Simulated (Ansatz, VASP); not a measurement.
Ni in VASP and in Ansatz

```xyz
1
Lattice="2.2591 0.0000 0.0000 0.0000 2.2591 0.0000 0.0000 0.0000 23.8000" Properties=species:S:1:pos:R:3 pbc="T T T"
Ni    0.0000    0.0000    7.0000
```

Alike in both runs: functional PBE; k mesh 24 × 24 × 1; occupations gaussian, width 0.1 eV; collinear spin.

Ansatz relaxed the structure, and its values are those at the end. VASP's run is a single point on that final structure, the one shown.

```csv
,VASP,Ansatz
version,VASP 6.6.1,Ansatz 0.2.0
potentials or method,"VASP PAW PBE potentials, release 64 (Ni)","scalar-relativistic, plane waves, PAW"
plane-wave cutoff (eV),520,420
valence electrons in the cell,10,18
```

|  | VASP | Ansatz | Ansatz less VASP |
| --- | --- | --- | --- |
| gap on the k mesh at the Fermi level (eV) | none | none | - |
| net moment per atom (μB) | 0.85 | 0.86 | +0.008 |
| size of the moment on the site where the two differ most (μB) | 0.88 | 0.90 | +0.023 |

Site moments also hang on the region over which each program counts them. A gap of «none» marks a metal or a gap that the smearing closes. The functional is the same, so the differences come from potentials, cutoffs and numerics. The two sets of potentials don't hold the same shells in valence. Ansatz warned: «xc_potential_rough_in_thin_density».
